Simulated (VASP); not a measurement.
Wanted: the native input for a VASP 6.6.1 run.

| Quantity | Value |
| --- | --- |
| Task | band structure |
| Functional | PBEsol |
| Potentials or basis | VASP PAW PBE potentials, release 64 (Hg, S) |
| Cutoff | 520 eV |
| k mesh | 10 × 10 × 10 |
| Occupations | gaussian, width 0.03 eV |
| Spin | no spin polarisation |
| Further INCAR settings | ALGO = Normal; EDIFF = 1e-07; NBANDS = 16 |

The structure of HgS lies in POSCAR:

```
HgS                                     
1.0
    0.0000000000      2.9445898606      2.9445898606
    2.9445898606      0.0000000000      2.9445898606
    2.9445898606      2.9445898606      0.0000000000
  Hg              S             
     1     1
Direct
     0.0000000000000000    0.0000000000000000    0.0000000000000000
     0.2500000000000000    0.2500000000000000    0.2500000000000000
```

The cell was built by a generator and needn't be a form met in nature.

One way to write it, as run:

INCAR

```
SYSTEM = HgS
ALGO = Normal
EDIFF = 1E-7
ENCUT = 520
GGA = PS
ICORELEVEL = 1
ISIF = 2
ISMEAR = 0
LASPH = .TRUE.
LCHARG = .FALSE.
LREAL = .FALSE.
LWAVE = .FALSE.
NBANDS = 16
NELM = 80
PREC = Accurate
SIGMA = 0.03
```

KPOINTS

```
k-points
0
G
  10 10 10
  0 0 0
```

KPOINTS_OPT

```
explicit points
109
Reciprocal
 0.0000000000  0.0000000000  0.0000000000 1
 0.0555555556  0.0000000000  0.0555555556 1
 0.1111111111  0.0000000000  0.1111111111 1
 0.1666666667  0.0000000000  0.1666666667 1
 0.2222222222  0.0000000000  0.2222222222 1
 0.2777777778  0.0000000000  0.2777777778 1
 0.3333333333  0.0000000000  0.3333333333 1
 0.3888888889  0.0000000000  0.3888888889 1
 0.4444444444  0.0000000000  0.4444444444 1
 0.5000000000  0.0000000000  0.5000000000 1
 0.5000000000  0.0000000000  0.5000000000 1
 0.5000000000  0.0277777778  0.5277777778 1
 0.5000000000  0.0555555556  0.5555555556 1
 0.5000000000  0.0833333333  0.5833333333 1
 0.5000000000  0.1111111111  0.6111111111 1
 0.5000000000  0.1388888889  0.6388888889 1
 0.5000000000  0.1666666667  0.6666666667 1
 0.5000000000  0.1944444444  0.6944444444 1
 0.5000000000  0.2222222222  0.7222222222 1
 0.5000000000  0.2500000000  0.7500000000 1
 0.5000000000  0.2500000000  0.7500000000 1
 0.4861111111  0.2638888889  0.7500000000 1
 0.4722222222  0.2777777778  0.7500000000 1
 0.4583333333  0.2916666667  0.7500000000 1
 0.4444444444  0.3055555556  0.7500000000 1
 0.4305555556  0.3194444444  0.7500000000 1
 0.4166666667  0.3333333333  0.7500000000 1
 0.4027777778  0.3472222222  0.7500000000 1
 0.3888888889  0.3611111111  0.7500000000 1
 0.3750000000  0.3750000000  0.7500000000 1
 0.3750000000  0.3750000000  0.7500000000 1
 0.3333333333  0.3333333333  0.6666666667 1
 0.2916666667  0.2916666667  0.5833333333 1
 0.2500000000  0.2500000000  0.5000000000 1
 0.2083333333  0.2083333333  0.4166666667 1
 0.1666666667  0.1666666667  0.3333333333 1
 0.1250000000  0.1250000000  0.2500000000 1
 0.0833333333  0.0833333333  0.1666666667 1
 0.0416666667  0.0416666667  0.0833333333 1
 0.0000000000  0.0000000000  0.0000000000 1
 0.0000000000  0.0000000000  0.0000000000 1
 0.0555555556  0.0555555556  0.0555555556 1
 0.1111111111  0.1111111111  0.1111111111 1
 0.1666666667  0.1666666667  0.1666666667 1
 0.2222222222  0.2222222222  0.2222222222 1
 0.2777777778  0.2777777778  0.2777777778 1
 0.3333333333  0.3333333333  0.3333333333 1
 0.3888888889  0.3888888889  0.3888888889 1
 0.4444444444  0.4444444444  0.4444444444 1
 0.5000000000  0.5000000000  0.5000000000 1
 0.5000000000  0.5000000000  0.5000000000 1
 0.5138888889  0.4722222222  0.5138888889 1
 0.5277777778  0.4444444444  0.5277777778 1
 0.5416666667  0.4166666667  0.5416666667 1
 0.5555555556  0.3888888889  0.5555555556 1
 0.5694444444  0.3611111111  0.5694444444 1
 0.5833333333  0.3333333333  0.5833333333 1
 0.5972222222  0.3055555556  0.5972222222 1
 0.6111111111  0.2777777778  0.6111111111 1
 0.6250000000  0.2500000000  0.6250000000 1
 0.6250000000  0.2500000000  0.6250000000 1
 0.6111111111  0.2500000000  0.6388888889 1
 0.5972222222  0.2500000000  0.6527777778 1
 0.5833333333  0.2500000000  0.6666666667 1
 0.5694444444  0.2500000000  0.6805555556 1
 0.5555555556  0.2500000000  0.6944444444 1
 0.5416666667  0.2500000000  0.7083333333 1
 0.5277777778  0.2500000000  0.7222222222 1
 0.5138888889  0.2500000000  0.7361111111 1
 0.5000000000  0.2500000000  0.7500000000 1
 0.5000000000  0.2500000000  0.7500000000 1
 0.5000000000  0.2777777778  0.7222222222 1
 0.5000000000  0.3055555556  0.6944444444 1
 0.5000000000  0.3333333333  0.6666666667 1
 0.5000000000  0.3611111111  0.6388888889 1
 0.5000000000  0.3888888889  0.6111111111 1
 0.5000000000  0.4166666667  0.5833333333 1
 0.5000000000  0.4444444444  0.5555555556 1
 0.5000000000  0.4722222222  0.5277777778 1
 0.5000000000  0.5000000000  0.5000000000 1
 0.5000000000  0.5000000000  0.5000000000 1
 0.4861111111  0.4861111111  0.5277777778 1
 0.4722222222  0.4722222222  0.5555555556 1
 0.4583333333  0.4583333333  0.5833333333 1
 0.4444444444  0.4444444444  0.6111111111 1
 0.4305555556  0.4305555556  0.6388888889 1
 0.4166666667  0.4166666667  0.6666666667 1
 0.4027777778  0.4027777778  0.6944444444 1
 0.3888888889  0.3888888889  0.7222222222 1
 0.3750000000  0.3750000000  0.7500000000 1
 0.6250000000  0.2500000000  0.6250000000 1
 0.6111111111  0.2222222222  0.6111111111 1
 0.5972222222  0.1944444444  0.5972222222 1
 0.5833333333  0.1666666667  0.5833333333 1
 0.5694444444  0.1388888889  0.5694444444 1
 0.5555555556  0.1111111111  0.5555555556 1
 0.5416666667  0.0833333333  0.5416666667 1
 0.5277777778  0.0555555556  0.5277777778 1
 0.5138888889  0.0277777778  0.5138888889 1
 0.5000000000  0.0000000000  0.5000000000 1
 0.0000000000  0.0000000000  0.0000000000 1
 0.3750000000  0.3750000000  0.7500000000 1
 0.5000000000  0.5000000000  0.5000000000 1
 0.6250000000  0.2500000000  0.6250000000 1
 0.5000000000  0.2500000000  0.7500000000 1
 0.5000000000  0.0000000000  0.5000000000 1
 0.4000000000  0.0000000000  0.4000000000 1
 0.4250000000  0.0000000000  0.4250000000 1
 0.4500000000  0.0000000000  0.4500000000 1
```

Potentials or basis: VASP PAW PBE potentials, release 64 (Hg, S).

Run with:

```console
$ cat potpaw_PBE.64/Hg/POTCAR potpaw_PBE.64/S/POTCAR > POTCAR
$ mpirun -np 1 vasp_std > vasp.out
```

It gave:

| Quantity | Value |
| --- | --- |
| Pressure | 0.0 GPa |
| Band gap along the path | none (metal or under the smearing width) |

Caveat: the PAW data sets were made with another functional, which shifts forces and pressure a little; spin-orbit coupling is left out, which moves the levels of the heavy elements.

It took 58 s on 1 thread of AMD EPYC 7R13 Processor (Zen 3), with other jobs on the host, peak memory 0.17 GiB.
